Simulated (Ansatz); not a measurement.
## CdS and the effect of the dispersion correction

The cell as given:

Symmetry: P6_3mc, No. 186, hexagonal system. The conventional cell has a = 4.150 Å, b = 4.150 Å, c = 6.737 Å, α = 90.00°, β = 90.00°, γ = 120.00°. Around Cd (site symmetry 3m) lie 4 S at 2.53 to 2.54 Å. S (site symmetry 3m) is surrounded by 4 Cd at 2.53 to 2.54 Å.

Kept alike: task relaxation of cell and atoms; functional PBEsol; k mesh 7 × 7 × 4; occupations fermi-dirac, width 0.05 eV; no spin polarisation. Program: Ansatz, Ansatz PAW, cutoff 420 eV. The mesh is that of the run's cell of 4 atoms. No spin-orbit coupling.

```csv
dispersion correction,volume (Å³/atom),first edge of the run's cell (Å),third edge of the run's cell (Å)
D3(BJ),24.005,4.083,6.651
D3(BJ)-ATM,24.097,4.088,6.659
D4,24.241,4.097,6.671
none,24.700,4.123,6.712
```

The relaxations keep at least the cell's symmetry (P6_3mc). Relaxations stop with a little pressure left, so the last digits of a volume or edge aren't settled. All rows use potentials made for PBE.

Task: What does the dispersion correction change here?

Result: The volume runs from 24.005 (D3(BJ)) to 24.700 Å³/atom (none). Against no correction: D3(BJ) -2.8 %; D3(BJ)-ATM -2.4 %; D4 -1.9 %. Dispersion terms mostly attract and so lower the volume; the schemes' coefficients and damping set how far. The first edge of the run's cell runs from 4.083 (D3(BJ)) to 4.123 Å (none). The third edge of the run's cell runs from 6.651 (D3(BJ)) to 6.712 Å (none).
